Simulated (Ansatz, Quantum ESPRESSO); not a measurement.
## Equation of state of rock salt SrO

How stiff is rock salt SrO under hydrostatic load? Each row scales the relaxed cell evenly and relaxes the atoms. The phase is followed to these pressures whether or not it stays the stable one.

Calculated with Quantum ESPRESSO 7.5, PBEsol, GBRV 1.5 ultrasoft potentials, cutoff 680 eV, Fermi–Dirac smearing 0.02 eV, k-mesh 9×9×9, no spin polarisation, no spin-orbit coupling.

Reference cell, relaxed at zero pressure with PBEsol (Fm-3m): a = 3.6217 Å, b = 3.6217 Å, c = 3.6217 Å, α = 60.00°, β = 60.00°, γ = 60.00°.

```csv
atom,x,y,z
Sr,0.0000,0.0000,0.0000
O,0.5000,0.5000,0.5000
```

| V (Å³/atom) | V/V0 | P (GPa) | E − E0 (meV/atom) |
| --- | --- | --- | --- |
| 16.1233 | 0.9600 | 4.225 | 9.0 |
| 16.4592 | 0.9800 | 1.996 | 2.3 |
| 17.1310 | 1.0200 | −1.783 | 1.7 |
| 17.4669 | 1.0400 | −3.381 | 6.9 |
| 17.8029 | 1.0600 | −4.812 | 15.3 |

V0 = 16.7951 Å³ an atom, where the residual pressure P0 is +0.005 GPa. **Question.** Fit the Birch–Murnaghan law and give the pressure and the energy at V = 15.7874 Å³ an atom, a row left out above.

With the Eulerian strain f = ½[(V0/V)^(2/3) − 1] and F = (P − P0)/[3f(1 + 2f)^(5/2)], the third-order law is the line F = B0 + (3/2) B0 (B′ − 4) f.

```
       f  F (GPa)
 0.01379    95.27
 0.00678    94.65
−0.00656    93.94
−0.01290    93.37
−0.01905    92.87
```

A straight line through the 5 rows: the means are −0.003588 for f and 94.02 for F, Σ(Δx)² = 0.0007441 and ΣΔxΔy = 0.05233, so the slope is 0.05233/0.0007441 = 70.321 and the intercept 94.02 − (70.321)(−0.003588) = 94.272.

Hence B0 = 94.3 GPa and B′ = 4 + (70.3)/(1.5 × 94.3) = 4.50. For the withheld volume f = 0.02106, F = 95.75 GPa and P = 6.71 GPa, an extrapolation past the fitted rows. The run itself gives 6.72 GPa, so the estimate misses by 0.01 GPa, a rounding's worth.

Integrating the same law gives E − E0 = (9/2) B0 V0 f²[1 + (B′ − 4) f] + P0(V0 − V), with 1 GPa Å³ = 6.2415 meV: 20.0 meV an atom. The run itself gives 20.7 meV, so the estimate misses by 0.7 meV; the fitted rows themselves lie up to 0.7 meV off the law.

The same fit over all rows at other levels or in other programs gives B0 = 94 GPa with PBEsol (Ansatz).

[Logs are printed without paths, hosts, clocks, repeated set-up lines and the standing remarks that a program may print on its own settings, such as how far it seeks lower states.]
